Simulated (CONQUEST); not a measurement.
Runs of CONQUEST 1.3 on TiO2. The structure is tetragonal, space group P4_2/mnm (No. 136). The conventional cell has a = 4.600 Å, b = 4.600 Å, c = 2.959 Å, α = 90.00°, β = 90.00°, γ = 90.00°. Around Ti (site symmetry mmm) lie 6 O at 1.95 to 1.98 Å. Around O (site symmetry m2m) lie 3 Ti at 1.95 to 1.98 Å. The cell is a database's computed one.

```csv
potentials or basis,cell,gap on the mesh (eV),pressure (GPa),largest force (eV/Å)
"PseudoDojo NC PBE, SZP, grid cutoff 150 Ha",as given,1.60,7.5,0.12
"PseudoDojo NC PBE, DZP, grid cutoff 300 Ha","atoms moved at random, drawn with an rms of 0.05 Å",1.66,6.1,0.91
"PseudoDojo NC PBE, DZ, grid cutoff 150 Ha",as given,1.67,4.7,(a)
"PseudoDojo NC PBE, SZ, grid cutoff 150 Ha",as given,1.32,1.5,(b)
"PseudoDojo NC PBE, DZP, grid cutoff 200 Ha","atoms moved at random, drawn with an rms of 0.05 Å",1.66,6.0,0.91
```

Alike in all rows: task single point; level PBE; no spin polarisation; k mesh 9 × 6 × 6; smearing fermi-dirac 0.05 eV.

Q: Fill in the values left out.

A: (a) 0.11; (b) 0.17.

Caveats: an odd mesh through Γ misses points on the zone boundary, where band edges often lie; the basis of atomic orbitals isn't converged, which shifts pressures, moduli and gaps; the atomic basis is small (some runs).
